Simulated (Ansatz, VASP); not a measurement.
# C: VASP beside Ansatz

```xyz
2
Lattice="2.0839 -1.2032 0.0000 2.0839 1.2032 0.0000 -1.3509 0.0000 3.4313" Properties=species:S:1:pos:R:3 pbc="T T T"
C    -0.6563    0.0000    3.4310
C     3.4731    0.0000    0.0003
```

Change from the starting cell: volume scaled by 0.94.

Alike in both runs: task single point; functional PBE; k mesh 13 × 13 × 8; occupations fermi-dirac, width 0.05 eV; no spin polarisation.

```csv
,VASP,Ansatz
version,VASP 6.6.1,Ansatz 0.2.0
potentials or method,"VASP PAW PBE potentials, release 64 (C)",Ansatz PAW
plane-wave cutoff (eV),520,420
valence electrons in the cell,8,8
```

Ansatz gave:

- gap on the k mesh at the Fermi level (eV): 0.95
- least direct gap on the mesh (eV): 0.96
- pressure (GPa): 22.8
- largest component of the traceless stress (GPa): 20.04

Question: Which values does VASP return?

Answer: gap on the k mesh at the Fermi level (eV): 0.95; least direct gap on the mesh (eV): 0.96; pressure (GPa): 23.3; largest component of the traceless stress (GPa): 20.58.

With one functional, cell and mesh, what is left measures potentials, basis and numerics.

Caveats: this functional lacks dispersion, which binds the layers, so the pressure and a relaxed spacing across them are unreliable; an odd mesh through Γ misses points on the zone boundary, where band edges often lie (VASP); odd divisions of the mesh miss points on the zone boundary, where band edges often lie, so the gap on the mesh can be too wide (Ansatz); the pressure holds a Pulay correction of +0.6 GPa for the finite cutoff (Ansatz).
